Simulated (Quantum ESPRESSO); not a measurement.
**AgI: optical spectrum from first principles**

Aim: the dielectric function of AgI, and the optical constants that follow from it. The cell comes from an older database entry, whose edges can differ from later determinations, mostly by under a per cent.

Calculated with Quantum ESPRESSO 7.5; DFT, PBE, plane waves with norm-conserving potentials (PseudoDojo), scalar-relativistic, independent-particle optical response without local fields and without the non-local commutator.

The database entry behind the starting cell differs from later determinations by our own check (about 0.3 % short), so it need not match the best structure at ambient conditions.

### 1. Starting point

The structure is cubic, space group F-43m (No. 216). The conventional cell has a = 6.473 Å, b = 6.473 Å, c = 6.473 Å, α = 90.00°, β = 90.00°, γ = 90.00°. Nearest to I lie 4 Ag at 2.80 Å. Ag has 4 I at 2.80 Å nearest. Farther neighbours and most contacts between anions are not listed.

### 2. Ground state

The self-consistent density comes first; it also tells whether there is a gap, which decides the occupations and the need for a Drude term.

This step: DFT, PBE, plane waves with norm-conserving potentials (PseudoDojo), scalar-relativistic, ground state (Quantum ESPRESSO 7.5).

scf.in reads:

```
&control
  calculation = 'scf'
  prefix = 'x'
  outdir = './tmp'
  pseudo_dir = './'
  verbosity = 'high'
/
&system
  ibrav = 0
  nat = 2
  ntyp = 2
  ecutwfc = 90
  occupations = 'smearing'
  smearing = 'fd'
  degauss = 0.003675
  nbnd = 17
/
&electrons
  conv_thr = 1e-09
  electron_maxstep = 100
/
ATOMIC_SPECIES
  I 1.0 I.upf
  Ag 1.0 Ag.upf
CELL_PARAMETERS angstrom
  0.000000000000 3.236500000000 3.236500000000
  3.236500000000 0.000000000000 3.236500000000
  3.236500000000 3.236500000000 0.000000000000
ATOMIC_POSITIONS crystal
  I 0.750000000000 0.750000000000 0.750000000000
  Ag 0.000000000000 0.000000000000 0.000000000000
K_POINTS automatic
  6 6 6 0 0 0
```

The run is started by

```
> mpirun -n 4 pw.x -nk 4 -in scf.in
```

The program printed:

```text
for quantum simulation of materials; please cite

     using ibrav=0 with symmetry is DISCOURAGED, use correct ibrav instead

     G-vector sticks info
     --------------------
     sticks:   dense  smooth     PW     G-vecs:    dense   smooth      PW
     Sum        1867    1867    517                52873    52873    7991

     Using Slab Decomposition

     bravais-lattice index     =            0
     lattice parameter (alat)  =       8.6495  a.u.
     unit-cell volume          =     457.5657 (a.u.)^3
     number of atoms/cell      =            2
     number of atomic types    =            2
     number of electrons       =        26.00
     number of Kohn-Sham states=           17
     kinetic-energy cutoff     =      90.0000  Ry
     charge density cutoff     =     360.0000  Ry
     scf convergence threshold =      1.0E-09
     mixing beta               =       0.7000
     number of iterations used =            8  plain     mixing
     Exchange-correlation= PBE
                           (   1   4   3   4   0   0   0)

     celldm(1)=   8.649470  celldm(2)=   0.000000  celldm(3)=   0.000000
     celldm(4)=   0.000000  celldm(5)=   0.000000  celldm(6)=   0.000000

     crystal axes: (cart. coord. in units of alat)
               a(1) = (   0.000000   0.707107   0.707107 )
               a(2) = (   0.707107   0.000000   0.707107 )
               a(3) = (   0.707107   0.707107   0.000000 )

     reciprocal axes: (cart. coord. in units 2 pi/alat)
               b(1) = ( -0.707107  0.707107  0.707107 )
               b(2) = (  0.707107 -0.707107  0.707107 )
               b(3) = (  0.707107  0.707107 -0.707107 )

     ./I.upf
     Pseudo is Norm-conserving + core correction, Zval =  7.0
     Generated using ONCVPSP code by D. R. Hamann
     Using radial grid of 1196 points,  6 beta functions with:
                l(1) =   0
                l(2) =   0
                l(3) =   1
                l(4) =   1
                l(5) =   2
                l(6) =   2

     ./Ag.upf
     Pseudo is Norm-conserving + core correction, Zval = 19.0
     Generated using ONCVPSP code by D. R. Hamann
     Using radial grid of 1538 points,  6 beta functions with:
                l(1) =   0
                l(2) =   0
                l(3) =   1
                l(4) =   1
                l(5) =   2
                l(6) =   2

     atomic species   valence    mass     pseudopotential
     I                 7.00     1.00000     I ( 1.00)
     Ag               19.00     1.00000     Ag( 1.00)

     24 Sym. Ops. (no inversion) found

                                    s                        frac. trans.

     [... symmetry matrices left out ...]
   Cartesian axes

     site n.     atom                  positions (alat units)
         1        I      tau(   1) = (   1.0606602   1.0606602   1.0606602  )
         2        Ag     tau(   2) = (   0.0000000   0.0000000   0.0000000  )

   Crystallographic axes

     site n.     atom                  positions (cryst. coord.)
         1        I      tau(   1) = (  0.7500000  0.7500000  0.7500000  )
         2        Ag     tau(   2) = (  0.0000000  0.0000000  0.0000000  )

     number of k points=    16  Fermi-Dirac smearing, width (Ry)=  0.0037
                       cart. coord. in units 2pi/alat
        k(    1) = (   0.0000000   0.0000000   0.0000000), wk =   0.0092593
        k(    2) = (   0.1178511   0.1178511  -0.1178511), wk =   0.0740741
        k(    3) = (   0.2357023   0.2357023  -0.2357023), wk =   0.0740741
        k(    4) = (  -0.3535534  -0.3535534   0.3535534), wk =   0.0370370
        k(    5) = (   0.2357023   0.0000000  -0.0000000), wk =   0.0555556
        k(    6) = (   0.3535534   0.1178511  -0.1178511), wk =   0.2222222
        k(    7) = (  -0.2357023  -0.4714045   0.4714045), wk =   0.2222222
        k(    8) = (  -0.1178511  -0.3535534   0.3535534), wk =   0.2222222
        k(    9) = (   0.0000000  -0.2357023   0.2357023), wk =   0.1111111
        k(   10) = (   0.4714045   0.0000000  -0.0000000), wk =   0.0555556
        k(   11) = (  -0.1178511  -0.5892557   0.5892557), wk =   0.2222222
        k(   12) = (  -0.0000000  -0.4714045   0.4714045), wk =   0.1111111
        k(   13) = (  -0.7071068   0.0000000   0.0000000), wk =   0.0277778
        k(   14) = (  -0.2357023  -0.4714045   0.7071068), wk =   0.2222222
        k(   15) = (  -0.1178511  -0.3535534   0.5892557), wk =   0.2222222
        k(   16) = (  -0.7071068   0.2357023   0.0000000), wk =   0.1111111

                       cryst. coord.
[...]
k(    9) = (   0.0000000   0.1666667  -0.1666667), wk =   0.1111111
        k(   10) = (  -0.0000000   0.3333333   0.3333333), wk =   0.0555556
        k(   11) = (   0.0000000   0.3333333  -0.5000000), wk =   0.2222222
        k(   12) = (   0.0000000   0.3333333  -0.3333333), wk =   0.1111111
        k(   13) = (   0.0000000  -0.5000000  -0.5000000), wk =   0.0277778
        k(   14) = (   0.1666667   0.3333333  -0.5000000), wk =   0.2222222
        k(   15) = (   0.1666667   0.3333333  -0.3333333), wk =   0.2222222
        k(   16) = (   0.1666667  -0.5000000  -0.3333333), wk =   0.1111111

     Dense  grid:    52873 G-vectors     FFT dimensions: (  54,  54,  54)

     Initial potential from superposition of free atoms

     starting charge      25.9995, renormalised to      26.0000
     Starting wfcs are   14 randomized atomic wfcs +    3 random wfcs

     Self-consistent Calculation

     iteration #  1     ecut=    90.00 Ry     beta= 0.70
     Davidson diagonalization with overlap

            70 MiB given to the printing process from OS
            42 MiB allocation reported by mallinfo(arena+hblkhd)
------------------
     ethr =  1.00E-02,  avg # of iterations =  5.2

     Threshold (ethr) on eigenvalues was too large:
     Diagonalizing with lowered threshold

     Davidson diagonalization with overlap

            77 MiB given to the printing process from OS
            48 MiB allocation reported by mallinfo(arena+hblkhd)
------------------
     ethr =  8.28E-05,  avg # of iterations =  3.2

     total energy              =    -335.93879292 Ry
     estimated scf accuracy    <       0.02351685 Ry

     iteration #  2     ecut=    90.00 Ry     beta= 0.70
     Davidson diagonalization with overlap

            91 MiB given to the printing process from OS
            57 MiB allocation reported by mallinfo(arena+hblkhd)
------------------
     ethr =  9.04E-05,  avg # of iterations =  2.0

     total energy              =    -335.94458365 Ry
     estimated scf accuracy    <       0.02374802 Ry

     iteration #  3     ecut=    90.00 Ry     beta= 0.70
     Davidson diagonalization with overlap

            93 MiB given to the printing process from OS
            59 MiB allocation reported by mallinfo(arena+hblkhd)
------------------
     ethr =  9.04E-05,  avg # of iterations =  2.3

     total energy              =    -335.94951759 Ry
     estimated scf accuracy    <       0.00014598 Ry

     iteration #  4     ecut=    90.00 Ry     beta= 0.70
     Davidson diagonalization with overlap

            94 MiB given to the printing process from OS
            60 MiB allocation reported by mallinfo(arena+hblkhd)
------------------
     ethr =  5.61E-07,  avg # of iterations =  2.2

     total energy              =    -335.94953940 Ry
     estimated scf accuracy    <       0.00001596 Ry

     iteration #  5     ecut=    90.00 Ry     beta= 0.70
     Davidson diagonalization with overlap

            96 MiB given to the printing process from OS
            62 MiB allocation reported by mallinfo(arena+hblkhd)
------------------
     ethr =  6.14E-08,  avg # of iterations =  2.0

     total energy              =    -335.94954139 Ry
     estimated scf accuracy    <       0.00000117 Ry

     iteration #  6     ecut=    90.00 Ry     beta= 0.70
     Davidson diagonalization with overlap

            97 MiB given to the printing process from OS
            64 MiB allocation reported by mallinfo(arena+hblkhd)
------------------
     ethr =  4.51E-09,  avg # of iterations =  2.0

     total energy              =    -335.94954179 Ry
     estimated scf accuracy    <       0.00000038 Ry

     iteration #  7     ecut=    90.00 Ry     beta= 0.70
     Davidson diagonalization with overlap

           100 MiB given to the printing process from OS
            65 MiB allocation reported by mallinfo(arena+hblkhd)
------------------
     ethr =  1.47E-09,  avg # of iterations =  2.0

     total energy              =    -335.94954191 Ry
     estimated scf accuracy    <       0.00000006 Ry

     iteration #  8     ecut=    90.00 Ry     beta= 0.70
     Davidson diagonalization with overlap

           101 MiB given to the printing process from OS
            67 MiB allocation reported by mallinfo(arena+hblkhd)
------------------
     ethr =  2.12E-10,  avg # of iterations =  2.0

     End of self-consistent calculation

          k = 0.0000 0.0000 0.0000 (  6615 PWs)   bands (ev):

   -84.8482 -48.3588 -48.3588 -48.3588  -7.0978   1.5022   1.5022   1.5022
     2.6727   2.6727   5.7768   5.7768   5.7768   7.1153  11.5337  11.5337
    11.5337

     occupation numbers
     1.0000   1.0000   1.0000   1.0000   1.0000   1.0000   1.0000   1.0000
     1.0000   1.0000   1.0000   1.0000   1.0000   0.0000   0.0000   0.0000
     0.0000

          k = 0.1179 0.1179-0.1179 (  6591 PWs)   bands (ev):

   -84.8482 -48.3589 -48.3588 -48.3588  -7.0263   1.4656   1.5490   1.5490
     2.6680   2.6680   4.7373   5.5869   5.5869   8.0060  11.2878  11.8187
    11.8187

     occupation numbers
     1.0000   1.0000   1.0000   1.0000   1.0000   1.0000   1.0000   1.0000
     1.0000   1.0000   1.0000   1.0000   1.0000   0.0000   0.0000   0.0000
     0.0000

          k = 0.2357 0.2357-0.2357 (  6573 PWs)   bands (ev):

   -84.8481 -48.3591 -48.3589 -48.3589  -6.8769   1.4746   1.6372   1.6372
     2.6823   2.6823   3.4439   5.2234   5.2234   8.5225  12.0604  12.0604
    12.0882

     occupation numbers
     1.0000   1.0000   1.0000   1.0000   1.0000   1.0000   1.0000   1.0000
     1.0000   1.0000   1.0000   1.0000   1.0000   0.0000   0.0000   0.0000
     0.0000

     [... further k points left out ...]

     the Fermi energy is     6.4765 ev

!    total energy              =    -335.94954192 Ry
     estimated scf accuracy    <          3.8E-10 Ry
     smearing contrib. (-TS)   =      -0.00000000 Ry
     internal energy E=F+TS    =    -335.94954192 Ry

     The total energy is F=E-TS. E is the sum of the following terms:
     one-electron contribution =    -234.81819929 Ry
     hartree contribution      =     124.30800866 Ry
     xc contribution           =     -54.32467881 Ry
     ewald contribution        =    -171.11467248 Ry

     convergence has been achieved in   8 iterations

     XML data file, charge density, pseudopotentials, collected wavefunctions

                                        0.00s GPU  (     131 calls)

=------------------------------------------------------------------------------=
   JOB DONE.
=------------------------------------------------------------------------------=
```

It took 8.1 s on 4 MPI ranks of Arm Neoverse V2, shared host; peak memory 0.1 GiB.

Read-outs, printed or worked out from the files:

* total energy: -335.9 Ry
* gap on the k-mesh: 1.339 eV
* direct gap on the mesh: 1.339 eV

There is a gap, 1.34 eV on this mesh (points off the mesh can give less), so no carriers' term is needed.

(Continued in part 2 of 3.)

[Machine, clock, banner and «Message from routine» lines are left out of the logs.]

[Logs are printed without paths, hosts, clocks, repeated set-up lines and the standing remarks that a program may print on its own settings, such as how far it seeks lower states.]

[Hosts, paths, dates, database ids (printed as entryN), source tags and the programs' standing remarks are cut or masked in the printed files.]
